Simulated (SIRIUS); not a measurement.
Here is a SIRIUS 7.10.0 calculation.

File sirius.json:

```json
{
  "control": {
    "processing_unit": "cpu",
    "verbosity": 2,
    "num_bands_to_print": 21,
    "print_forces": true,
    "print_stress": true
  },
  "parameters": {
    "electronic_structure_method": "pseudopotential",
    "xc_functionals": ["XC_GGA_X_PBE", "XC_GGA_C_PBE"],
    "gk_cutoff": 10.1,
    "pw_cutoff": 20.2,
    "ngridk": [8, 8, 8],
    "shiftk": [0, 0, 0],
    "smearing": "fermi_dirac",
    "smearing_width": 0.0018374661,
    "num_bands": 21,
    "num_mag_dims": 0,
    "num_dft_iter": 100,
    "energy_tol": 1e-08,
    "density_tol": 1e-06
  },
  "iterative_solver": {
    "type": "davidson",
    "min_tolerance": 1e-09,
    "tolerance_scale": [0.1, 0.25]
  },
  "mixer": {
    "type": "anderson",
    "beta": 0.7,
    "max_history": 8
  },
  "settings": {
    "tol_ne": 1e-10,
    "pseudo_grid_cutoff": 6.5
  },
  "unit_cell": {
    "lattice_vectors": [
      [0.0, 5.511386242471, 5.511386242471],
      [5.511386242471, 0.0, 5.511386242471],
      [5.511386242471, 5.511386242471, 0.0]
    ],
    "atom_coordinate_units": "lattice",
    "atom_types": ["Cd", "S"],
    "atom_files": {
      "Cd": "Cd.json",
      "S": "S.json"
    },
    "atoms": {
      "Cd": [
        [0.0, 0.0, 0.0]
      ],
      "S": [
        [0.75, 0.75, 0.75]
      ]
    }
  }
}
```

Potentials or basis: PseudoDojo 0.4.1 PBE standard (scalar relativistic).

Run with:

```bash
$ upf_to_json Cd.upf
$ upf_to_json S.upf
$ OMP_NUM_THREADS=1 sirius.scf --input=sirius.json --output=out.json --task=0
```

Predict the pressure.

2.9 GPa.

What does it give for the band gap on the k mesh?

1.15 eV.

A k mesh can miss the band edges. As with any semilocal functional, this PBE gap is likely too small.
